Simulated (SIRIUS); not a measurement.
# Mg under changes of volume

One of the cells (23.097 Å³/atom); the others are scaled copies at fixed shape and fractional positions:

```
CELL_PARAMETERS angstrom
-1.84815 1.84815 1.69053
1.84815 -1.84815 1.69053
1.84815 1.84815 -1.69053
ATOMIC_POSITIONS crystal
Mg 0.00000 0.00000 0.00000
```

This isn't the form of Mg at room conditions, which is hcp.

```yaml
Program: SIRIUS 7.12.0
Functional: PBE
Potentials_or_basis: PseudoDojo 0.4.1 PBE standard (scalar relativistic)
Cutoff: 1152 eV
Density_cutoff: 4606 eV
k_mesh: 11 × 11 × 11
Occupations: fermi-dirac, width 0.05 eV
Spin: no spin polarisation
```

| volume (Å³/atom) | energy over the lowest point (meV/atom) | pressure (GPa) |
| --- | --- | --- |
| 21.286 | 16.63 | 3.2 |
| 21.738 | 8.79 | 2.3 |
| 22.191 | ? | ? |
| 23.097 | 0.00 | -0.1 |
| 23.550 | 1.18 | -0.8 |
| 24.003 | 4.12 | -1.3 |

Problem. What does the run at 22.191 Å³/atom give?

Solution. Energy over the lowest point 3.54 meV/atom; pressure 1.4 GPa.

Worked out: A Birch-Murnaghan fit of order 3 (a polynomial in V^(-2/3)) to the other rows has its minimum at 23.03 Å³/atom with B0 = V·E''(V) = 35 GPa and B' = 4.3 at fixed shape and positions, which overstates the stiffness. It gives 3.57 meV/atom at 22.191 Å³/atom, against the run's 3.54, and -dE/dV = 1.4 GPa, against 1.4.

Energies are extrapolated to zero smearing.
